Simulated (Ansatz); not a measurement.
**SrCl2: the band gap up the ladder of functionals**

An exercise on one series of results from a longer session: the logs are not shown, and one member is left open.

Code: Ansatz 0.2.0. PAW datasets, plane waves. Simulation only: spin-unpolarised, and no claim that this is the phase found in nature.

## Starting point

The cell was relaxed beforehand with r2SCAN.

In-plane lattice: a = 4.432 Å, b = 4.432 Å, γ = 120.0°; thickness between the outer nuclei 2.79 Å. Near Sr stand 6 Cl at 2.91 Å; near Cl stand 3 Sr at 2.91 Å.

Structure file:

```xyz
3
Lattice="4.4316 0.0000 0.0000 -2.2158 3.8379 0.0000 0.0000 0.0000 30.6434" Properties=species:S:1:pos:R:3 pbc="T T F"
Sr    0.0000    0.0000    9.0000
Cl    0.0000    2.5586   10.3926
Cl    2.2158    1.2793    7.6074
```
Periodic in the plane only; c spans the vacuum.

Set-up of the first run:

input.yaml

```yaml
crystal:
  lattice:
    - [4.4315685284, 0.0, 0.0]
    - [-2.2157842642, 3.8378509242, 0.0]
    - [0.0, 0.0, 30.643397716]
  atoms:
    - { symbol: Sr, position: [0.0, 0.0, 0.2937011125] }
    - { symbol: Cl, position: [0.3333333333, 0.6666666667, 0.3391454334] }
    - { symbol: Cl, position: [0.6666666667, 0.3333333333, 0.2482567916] }
  periodic: [true, true, false]
kpoints:
  mp_grid: { grid: [6, 6, 1] }
  band_path:
    path:
      - [0, 0, 0]
      - [0.5, 0, 0]
      - [0.3333333333333, 0.3333333333333, 0]
      - [0, 0, 0]
    npoints: 10
hamiltonian:
  xc: pbe
scf:
  occupations: { method: fermi_dirac, width: 0.02 }
  n_extra_bands: 4
output:
  forces: true
  stress: true
  eigenvalues: true
  write_density: true
  write_potential: true
  elf: true
  volumetric_format: npy
```

Command:

```sh
> ansatz run input.yaml --threads 2 --pin off --max-ram 29491MiB --backend cpu --events-out ev --progress --plain --runs-dir out
```

Among the steps run: Band structure with PBE; r2SCAN; HSE06 at the same geometry; Single point with PBE+SOC; PBE0 at the same geometry; Single point with LDA; Single point with HSE06+SOC; r2SCAN0 at the same geometry; LC-ωPBE.

One of the session's tables, all rows but one given; the rest of the session is left out.

| level | gap (eV) |
| --- | --- |
| PBE | 5.80 |
| r2SCAN | 6.61 |
| HSE06 | 7.11 |
| PBE+SOC | 5.80 |
| PBE0 | ? |
| LDA | 5.50 |
| HSE06+SOC | 7.10 |
| r2SCAN0 | 8.31 |
| LC-ωPBE | 12.20 |

Estimate the missing values for PBE0.

The run gave: gap (eV): 7.85. In the column «gap (eV)» it lies between HSE06 (7.11) and r2SCAN0 (8.31).

Meshes: PBE 6×6×1, r2SCAN 6×6×1, HSE06 6×6×1, PBE+SOC 6×6×1, PBE0 6×6×1, LDA 6×6×1, HSE06+SOC 6×6×1, r2SCAN0 6×6×1, LC-ωPBE 6×6×1.

The gap runs from 5.50 eV (LDA) to 12.20 eV (LC-ωPBE). PBE reaches 82 % of the HSE06 value, and r2SCAN 93 %. PBE0 lies 0.74 eV above HSE06, which differs from it by screening the long-range exchange.

To keep in mind: Warnings in the runs' records: xc potential rough in thin density, stress exchange threshold loose, stress scf threshold loose.
